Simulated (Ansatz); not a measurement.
# What DFT gives for Hf

```
Hf
1.0
     0.00000    2.22151    2.22151
     2.22151    0.00000    2.22151
     2.22151    2.22151    0.00000
Hf
1
Direct
  0.00000 0.00000 0.00000
```

Single point in Ansatz 0.2.0 with PBEsol, no spin polarisation. Cutoff 420 eV, PAW datasets, 13×13×13 Γ-centred k mesh, fermi-dirac filling (width 0.0512 eV).

(1) What do density and ELF say about some of the short contacts?

(2) Is the cell too large or too small?

(3) Is there a gap?

Origin: a known structure type with other elements, at an estimated volume, so it need not be a known compound. Caveats: many states at the Fermi level without spin polarisation, so a magnetic state may lie lower.

## Answers

(1) Hf–Hf at 3.14 Å: least valence density 0.20 e/Å³ and ELF 0.25 there. Both are smooth PAW fields, read partly inside the augmentation spheres.

(2) The pressure is -1.7 GPa (compression positive), so with the atoms held at these fractions the cell would first shrink.

(3) It is a metal, with about 1.5 states/eV a cell as the mean within 0.25 eV of the Fermi level, mostly Hf d (85 %).
